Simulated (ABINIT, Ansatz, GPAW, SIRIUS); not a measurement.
## Ge: 4 runs at one level of theory

```xyz
2
Lattice="1.4881 -2.5947 0.0000 1.4881 2.5947 0.0000 0.0000 0.0000 4.7276" Properties=species:S:1:pos:R:3 pbc="T T T"
Ge    1.4881    0.8643    1.1819
Ge    1.4881   -0.8643    3.5457
```

This isn't the form of Ge at room conditions, which is diamond.

Alike in all runs: task single point; functional PBEsol; k mesh 10 × 10 × 6; occupations fermi-dirac, width 0.05 eV; no spin polarisation; no spin-orbit coupling. A missing gap at this level doesn't show that the real crystal is a metal. Pressure is positive in compression and, in plane waves, holds the error of the finite cutoff.

```csv
program and potentials,plane-wave cutoff (eV),notes,band gap (eV),pressure (GPa)
"GPAW, PAW data sets generated for this functional",600,4 valence electrons an atom on average,no gap,0.18
"ABINIT, PseudoDojo NC SR PBEsol v0.4.1 standard",1061,14 valence electrons an atom on average,no gap,0.52
"SIRIUS, PseudoDojo 0.4.1 PBEsol standard (scalar relativistic)",1078,14 valence electrons an atom on average,no gap,0.55
"Ansatz, all-electron LAPW, scalar-relativistic",-,-,no gap,0.54
```

None finds a gap. The pressure spans 0.18 (GPAW, PAW data sets generated for this functional) to 0.55 GPa (SIRIUS, PseudoDojo 0.4.1 PBEsol standard (scalar relativistic)), with all-electron results at 0.54.

Differences between rows come from potentials, basis sets and numerical settings, since the functional is the same but for its coding. Runs on potential files found faulty are left out.

The cell is a slightly distorted hexagonal close packing, and the missing gap fits that geometry. In diamond-type Ge, four directional sp³ bonds separate filled bonding from empty antibonding states. With many more, longer contacts, four valence electrons per atom can't form a localised pair bond to each neighbour, so the s- and p-derived bands broaden and overlap. Metallic behaviour is also what is known of dense, highly coordinated Ge.

The small positive pressures place the cell close to its equilibrium volume for this structure, with a slight tendency to expand. The two pseudopotential runs with 14 valence electrons lie close to the all-electron value, while the GPAW run with 4 gives a lower pressure. Freezing the 3d shell in the core may contribute, though the data set and the cutoff could do the same.

Close-packed Ge is known experimentally only under strong compression, so the near-zero pressure marks a balance of volume, not stability against diamond or against shear and phonon distortions.
